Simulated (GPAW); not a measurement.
Consider KBr (Pm-3m).

```
Br K
1.0
     4.04350    0.00000    0.00000
     0.00000    4.04350    0.00000
     0.00000    0.00000    4.04350
Br K
1 1
Direct
  0.50000 0.50000 0.50000
  0.00000 0.00000 0.00000
```

Absorber: atom 2, with 8 Br at 3.50 Å (cubic, site symmetry m-3m). Method: GPAW, LDA, full core hole (charged cell), 4-atom cell with 5.7 Å between holes, 6×6×6 k points, dipole transitions, Gaussian full width 0.9 eV up to 4 eV, rising linearly to 3.5 eV at 25 eV.

**Question.** Where do the maxima of the K K edge fall?

Main maxima up to 30 eV above the zero (height): 4.2 eV (2.92), 8.9 eV (1.78), 14.9 eV (1.17) and 17.9 eV (1.14). A K edge sees empty p states on the absorber. The total-energy difference plus the lowest empty eigenvalue puts the zero at 3612.21 eV. One term is added: -19.73 eV, since the hole is spin-paired here and a spin-polarised one costs that much less in the free atom (computed apart). The photon energy is then 3592.48 eV. The tabulated edge of the element is 3608.4 eV. The functional and the charged cell's background leave an error in such absolute values: in the free atom LDA prices this hole 11.1 eV below PBE (computed apart), and PBE is itself good to a few eV.

The K K spectrum (energy from the lowest empty level; intensity scaled to a mean of 1 over the first 20 eV):

| E (eV) | intensity |
| --- | --- |
| -2.0 | 0.00 |
| -1.5 | 0.00 |
| -1.0 | 0.00 |
| -0.5 | 0.00 |
| 0.0 | 0.00 |
| 0.5 | 0.02 |
| 1.0 | 0.07 |
| 1.5 | 0.22 |
| 2.0 | 0.29 |
| 2.5 | 0.37 |
| 3.0 | 0.98 |
| 3.5 | 1.93 |
| 4.0 | 2.80 |
| 4.5 | 2.68 |
| 5.0 | 1.54 |
| 5.5 | 0.76 |
| 6.0 | 0.59 |
| 6.5 | 0.61 |
| 7.0 | 0.61 |
| 7.5 | 0.84 |
| 8.0 | 1.29 |
| 8.5 | 1.68 |
| 9.0 | 1.77 |
| 9.5 | 1.59 |
| 10.0 | 1.23 |
| 10.5 | 0.82 |
| 11.0 | 0.52 |
| 11.5 | 0.40 |
| 12.0 | 0.43 |
| 12.5 | 0.54 |
| 13.0 | 0.69 |
| 13.5 | 0.87 |
| 14.0 | 1.04 |
| 14.5 | 1.15 |
| 15.0 | 1.17 |
| 15.5 | 1.13 |
| 16.0 | 1.08 |
| 16.5 | 1.07 |
| 17.0 | 1.10 |
| 17.5 | 1.13 |
| 18.0 | 1.14 |
| 18.5 | 1.12 |
| 19.0 | 1.08 |
| 19.5 | 1.04 |
| 20.0 | 1.01 |
| 20.5 | 1.00 |
| 21.0 | 1.01 |
| 21.5 | 1.02 |
| 22.0 | 1.03 |
| 22.5 | 1.03 |
| 23.0 | 1.03 |
| 23.5 | 1.03 |
| 24.0 | 1.02 |
| 24.5 | 1.02 |
| 25.0 | 1.02 |
| 25.5 | 1.02 |
| 26.0 | 1.01 |
| 26.5 | 1.00 |
| 27.0 | 0.99 |
| 27.5 | 0.97 |
| 28.0 | 0.95 |
| 28.5 | 0.93 |
| 29.0 | 0.92 |
| 29.5 | 0.90 |
| 30.0 | 0.89 |
| 30.5 | 0.88 |
| 31.0 | 0.88 |
| 31.5 | 0.89 |
| 32.0 | 0.91 |

The holes are only 5.7 Å apart, so the shape is probably not converged with cell size; no larger cell was run here. The mesh is coarse (0.26 Å⁻¹ between points), so small maxima may be mesh ripples. The structure is a computed Materials Project entry and may be a hypothetical form.

[Banner, clock and machine lines of the logs are left out without a mark of their own.]

[Logs are printed without paths, hosts, clocks, repeated set-up lines and the standing remarks that a program may print on its own settings, such as how far it seeks lower states.]

[Hosts, paths, dates, database ids (printed as entryN), source tags and the programs' standing remarks are cut or masked in the printed files.]

[Lists of maxima count a maximum above −3 eV only where it reaches 4 % of the highest in the window and stands out from its surroundings by 2 % of it (1.5 % where it reaches 55 %); shoulders and weaker maxima are passed over, and of the rest the first, up to two pre-edge ones and the few strongest are named.]
